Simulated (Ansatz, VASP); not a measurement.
**PtS2 in VASP and in Ansatz**

Contents of INCAR:

```
SYSTEM = PtS2
PREC     = Accurate       ! precision mode
ENCUT    = 520            ! plane-wave cutoff, eV
EDIFF    = 1E-6           ! SCF threshold, eV
ISMEAR   = 0              ! smearing method
SIGMA    = 0.05           ! smearing width, eV
LREAL    = .False.        ! projectors in reciprocal space
LASPH    = .True.         ! aspherical terms in the spheres
NELM     = 150            ! most SCF steps
ALGO     = Normal         ! electronic algorithm
ISIF     = 2              ! what is computed and relaxed
LWAVE    = .False.        ! write WAVECAR
LCHARG   = .False.        ! write CHGCAR
LMAXMIX  = 4              ! l up to which the mixer works
LDAU     = .True.         ! DFT+U
LDAUTYPE = 2            
LDAUL    = 2 -1           ! shell
LDAUU    = 4 0            ! U, eV
LDAUJ    = 0 0          
LDAUPRINT= 1            
GGA      = PS             ! functional
NBANDS   = 31             ! bands
```

KPOINTS

```
Automatic mesh
0
Gamma
  7 7 3
  0 0 0
```

The input POSCAR:

```
PtS2
1.0
    3.5431995400      0.0000000000      0.0000000000
   -1.7715997700      3.0685008100      0.0000000000
    0.0000000000      0.0000000000     10.0776001800
Pt S
2 4
Direct
    0.0000000000      0.0000000000      0.0000000000
    0.0000000000      0.0000000000      0.5000000000
    0.3333333333      0.6666666667      0.1250000000
    0.6666666667      0.3333333333      0.3750000000
    0.3333333333      0.6666666667      0.6250000000
    0.6666666667      0.3333333333      0.8750000000
```

Input for Ansatz:

```yaml
crystal:
  lattice:
    - [3.54319954, 0.0, 0.0]
    - [-1.77159977, 3.06850081, 0.0]
    - [0.0, 0.0, 10.07760018]
  atoms:
    - { symbol: Pt, position: [0.0, 0.0, 0.0] }
    - { symbol: S, position: [0.3333333333, 0.6666666667, 0.125] }
    - { symbol: S, position: [0.6666666667, 0.3333333333, 0.375] }
    - { symbol: Pt, position: [0.0, 0.0, 0.5] }
    - { symbol: S, position: [0.3333333333, 0.6666666667, 0.625] }
    - { symbol: S, position: [0.6666666667, 0.3333333333, 0.875] }
basis:
  ecutwfc: 420
  ecutrho_ratio: 4
kpoints:
  mp_grid: { grid: [7, 7, 3] }
hamiltonian:
  xc: pbesol
  hubbard:
    sites: [{ site: 0, l: d, u_eff: 4.0 }, { site: 3, l: d, u_eff: 4.0 }]
scf:
  occupations: { method: gaussian, width: 0.05 }
  lower_state_search: "off"
  max_iter: 150
output:
  forces: true
  stress: true
  eigenvalues: true
  populations: true
  hubbard: { sites: [{ site: 0, l: d }, { site: 3, l: d }] }
```

Alike in both runs: task single point; functional PBEsol; k mesh 7 × 7 × 3; occupations gaussian, width 0.05 eV; no spin polarisation; Hubbard terms Pt d U = 4.0 eV.

|  | VASP | Ansatz |
| --- | --- | --- |
| version | VASP 6.6.1 | Ansatz 0.2.0 |
| potentials or method | VASP PAW PBE potentials, release 64 (Pt, S) | scalar-relativistic, plane waves, PAW |
| plane-wave cutoff (eV) | 520 | 420 |
| valence electrons in the cell | 44 | 60 |

```csv
,VASP,Ansatz,Ansatz less VASP
gap on the k mesh at the Fermi level (eV),0.22,0.23,+0.004
least direct gap on the mesh (eV),0.84,0.83,-0.009
pressure (GPa),-5.7,-2.3,+3.37
largest component of the traceless stress (GPa),0.21,1.45,+1.237
rms of the force components (eV/Å),0.359,0.203,-0.1561
```

The programs project onto different local orbitals, so the same U acts differently. The two sets of potentials don't hold the same shells in valence.

Caveats: the PAW data sets were made with another functional, which shifts forces and pressure a little (VASP); spin-orbit coupling is left out, which moves the levels of the heavy elements; an odd mesh through Γ misses points on the zone boundary, where band edges often lie; the cell's inner coordinates are idealised or old, which leaves forces on the atoms.
